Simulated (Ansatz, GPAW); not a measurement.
## CoO: programs and potentials compared

```
Co O
1.0
     0.00000    2.13150    2.13150
     2.13150    0.00000    2.13150
     2.13150    2.13150    0.00000
Co O
1 1
Direct
  0.00000 0.00000 0.00000
  0.50000 0.50000 0.50000
```

Alike in all runs: task single point; functional PBE; k mesh 11 × 11 × 11; occupations gaussian, width 0.015 eV; collinear spin, ferromagnetic start; no spin-orbit coupling. The measured crystal is an antiferromagnetic insulator; the state found here is the runs' own. Pressure is positive in compression and, in plane waves, holds the error of the finite cutoff, which Ansatz's Pulay term estimates and takes out.

```json
{"program and potentials": "Ansatz, Ansatz PAW", "plane-wave cutoff (eV)": "420", "notes": "11.5 valence electrons an atom on average; Pulay term of +0.74 GPa included", "pressure (GPa)": "-1.55", "net moment per atom (μB)": "1.49"}
{"program and potentials": "Ansatz, all-electron LAPW, scalar-relativistic", "plane-wave cutoff (eV)": "-", "notes": "-", "pressure (GPa)": "-1.65", "net moment per atom (μB)": "1.49"}
{"program and potentials": "GPAW, GPAW PAW data sets (gpaw-data 1.2.1)", "plane-wave cutoff (eV)": "800", "notes": "7.5 valence electrons an atom on average", "pressure (GPa)": "-1.04", "net moment per atom (μB)": "1.49"}
```

The pressure spans -1.65 (Ansatz, all-electron LAPW, scalar-relativistic) to -1.04 GPa (GPAW, GPAW PAW data sets (gpaw-data 1.2.1)), with all-electron results at -1.65. All agree on the net moment per atom. The state is the one that the start led to, which needn't be the lowest.

Differences between rows come from potentials, basis sets and numerical settings, since the functional is the same but for its coding. Runs on potential files found faulty are left out.
